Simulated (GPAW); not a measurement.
Wanted: an ASE script for a GPAW 26.7.0 run.

```
Task                : single point
Functional          : r2SCAN
Potentials or basis : GPAW PAW data sets (gpaw-data 1.2.1)
Cutoff              : 500 eV
Basis               : pw
k mesh              : 8 × 8 × 5
Occupations         : fermi-dirac, width 0.05 eV
Spin                : no spin polarisation
Maxiter             : 120
Convergence         : default
```

The structure of Ti lies in POSCAR:

```
Ti
1.0
    2.9500000000      0.0000000000      0.0000000000
   -1.4750000000      2.5547749412      0.0000000000
    0.0000000000      0.0000000000      4.6800000000
Ti
2
Direct
    0.6666666667      0.3333333333      0.7500000000
    0.3333333333      0.6666666667      0.2500000000
```

These files were run (other wordings do the same):

run.py

```python
from ase.dft.bandgap import bandgap
from ase.io import read, write
from ase.units import GPa
from gpaw import GPAW, PW

atoms = read('POSCAR')

calc = GPAW(mode=PW(500),
            xc='MGGA_X_R2SCAN+MGGA_C_R2SCAN',
            kpts={'size': (8, 8, 5), 'gamma': True},
            occupations={'name': 'fermi-dirac', 'width': 0.05},
            nbands=24,
            maxiter=120,
            txt='gpaw.txt')
atoms.calc = calc
energy = atoms.get_potential_energy()
forces = atoms.get_forces()
stress = atoms.get_stress()
calc.write('gs.gpw')
write('result.traj', atoms)
print(f'Energy: {energy:.6f} eV')
print('Forces (eV/A):')
print(forces.round(4))
print('Stress (GPa):', (stress / GPa).round(3))
print('Fermi level:', round(calc.get_fermi_level(), 4), 'eV')
print(f'Gap: {bandgap(calc)[0]:.4f} eV, direct: {bandgap(calc, direct=True)[0]:.4f} eV')
```

Potentials or basis: GPAW PAW data sets (gpaw-data 1.2.1), pw.

Command:

```sh
$ OMP_NUM_THREADS=1 python run.py
```

Results of the run:

```yaml
Pressure: -2.0 GPa
Band_gap_on_the_k_mesh: none (metal or under the smearing width)
```

Caveat: the cutoff is short for stress and forces, so pressures can be off by a GPa or more; the PAW data sets were made with another functional, which shifts forces and pressure a little.

Run time: 38 s on 1 thread of Arm Neoverse V1 (shared host), peak memory 0.22 GiB.
